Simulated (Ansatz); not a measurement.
# TaAs: the cost of one run

Program: Ansatz 0.2.0. Level of theory: DFT PBEsol, scalar-relativistic, plane waves, PAW. These are calculated values, not measurements.

### Step 1. The system as given

Symmetry: P-62m, No. 189, hexagonal system. Conventional cell: a = 5.196 Å, b = 5.196 Å, c = 2.911 Å, α = 90.00°, β = 90.00°, γ = 120.00°. Ta (site symmetry -6) is surrounded by 6 N at 2.16 Å. Around Ta (site symmetry -62m) lie 3 N at 2.04 Å. N (site symmetry m2m) is surrounded by 5 Ta at 2.04 to 2.16 Å.

As a file:

```xyz
6
Lattice="5.1960 0.0000 0.0000 -2.5980 4.4999 0.0000 0.0000 0.0000 2.9110" Properties=species:S:1:pos:R:3 pbc="T T T"
Ta    0.0000    2.9999    1.4555
Ta    2.5980    1.5000    1.4555
Ta    0.0000    0.0000    0.0000
N     2.0412    0.0000    0.0000
N     1.5774    2.7321    0.0000
N    -1.0206    1.7678    0.0000
```

The structure comes from the Crystallography Open Database.

### Step 2. One element swapped, cell strained: N → As, first probe

Against the listed cell: As takes all sites of N, and lengths are scaled by 1.120 as a first guess of the size; strain xx, yy, zz, yz, xz, xy = +2.3, +2.3, +2.3, +0.0, +0.0, +0.0 %.

Contents of input.yaml:

```yaml
crystal:
  lattice:
    - [5.9527591536, 0.0, 0.0]
    - [-2.9763795768, 5.1552406497, 0.0]
    - [0.0, 0.0, 3.3349651665]
  atoms:
    - { symbol: Ta, position: [0.3333333333, 0.6666666667, 0.5] }
    - { symbol: Ta, position: [0.6666666667, 0.3333333333, 0.5] }
    - { symbol: Ta, position: [0.0, 0.0, 0.0] }
    - { symbol: As, position: [0.39285, 0.0, 0.0] }
    - { symbol: As, position: [0.60715, 0.60715, 0.0] }
    - { symbol: As, position: [0.0, 0.39285, 0.0] }
basis:
  ecutwfc: 420
kpoints:
  mp_grid: { grid: [6, 6, 6] }
hamiltonian:
  xc: pbesol
scf:
  occupations: { method: gaussian, width: 0.1 }
output:
  forces: true
  stress: true
  eigenvalues: true
```

What time and memory should one allow on 1 thread of an x86-64 CPU, shared host?

About 13 s, with a peak of 0.47 GiB.
